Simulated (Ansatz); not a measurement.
Free-standing chains of the atoms of Si, named by their start (strip: triangular double chain, ladder: square double chain); atoms and period are relaxed, and energies count from relaxed bulk Si (Fd-3m, 20.45 Å³/atom, gap on the mesh 0.62 eV).

Computed with DFT PBE, scalar-relativistic, plane waves, PAW (Ansatz 0.2.0).

Cutoff 420 eV, Gaussian smearing of 0.05 eV, energies at zero smearing, symmetry of each start kept, collinear spin where a moment is listed.

```csv
start,atoms,k mesh,excess energy (eV per host atom),period (Å),gap on the mesh (eV),highest filled level or Fermi level under vacuum (eV),size of the moment (μB per cell)
linear chain,1,1×1×30,2.017,2.214,0,5.19,0.02
dimerised chain,2,1×1×15,2.017,4.429,0,5.20,0.04
zigzag chain,2,1×1×17,1.568,3.794,0.04,-,0.00
ladder chain,4,1×1×15,1.241,4.626,0,-,0.00
strip chain,2,1×1×28,1.273,2.497,0,4.50,0.00
```

An odd mesh misses points on the zone edge, so a gap read on it can be too wide.

Gaps under about 0.2 eV rest on few k points and may close between them. Each run keeps its start's symmetry and one magnetic start, so lower states can exist. Rows stand on unlike meshes and boxes, so starts that end alike can differ by a few hundredths of an eV per atom.